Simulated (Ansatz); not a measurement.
# NbN (Fm-3m) under several functionals

Plane-wave DFT in Ansatz with scalar-relativistic PAW potentials. The same structure was relaxed (cell and atoms, symmetry kept) in separate runs at each level. No spin polarisation.

```csv
level,cutoff (eV),k mesh,V (Å³/atom),a (Å),B0 (GPa)
LDA,420,16×16×16,10.330,4.356,–
PBEsol,420,16×16×16,10.507,4.380,333
PBE+D3(BJ),420,16×16×16,10.538,4.385,–
PBE,420,16×16×16,10.805,4.422,307
```

Question: Where does r2SCAN (500 eV, k mesh 16×16×16) fall?

Answer: V (Å³/atom) 10.733, a (Å) 4.412, B0 (GPa) 323. Its volume is between those of PBE+D3(BJ) and PBE. The usual order of volumes, LDA < PBEsol < PBE, holds here (10.330, 10.507, 10.805 Å³/atom). As a rule LDA overbinds; PBEsol, built on the gradient expansion of slowly varying densities, lies between LDA and PBE; PBE's stronger gradient term for exchange weakens bonds. Adding D3 to PBE changes the volume by -2.5 %; the term is attractive, so it pulls cells in. In metals the pairwise form ignores screening by the conduction electrons and often pulls in too far. r2SCAN lies 0.7 % under PBE in volume. B0 goes from 333.1 to 306.8 GPa as the volume grows by 2.8 %; on one curve with B' = 4.4 the volume alone, B ∝ V^(−B'), would give 294.7 GPa, and the rest of the difference is the functional's own stiffness.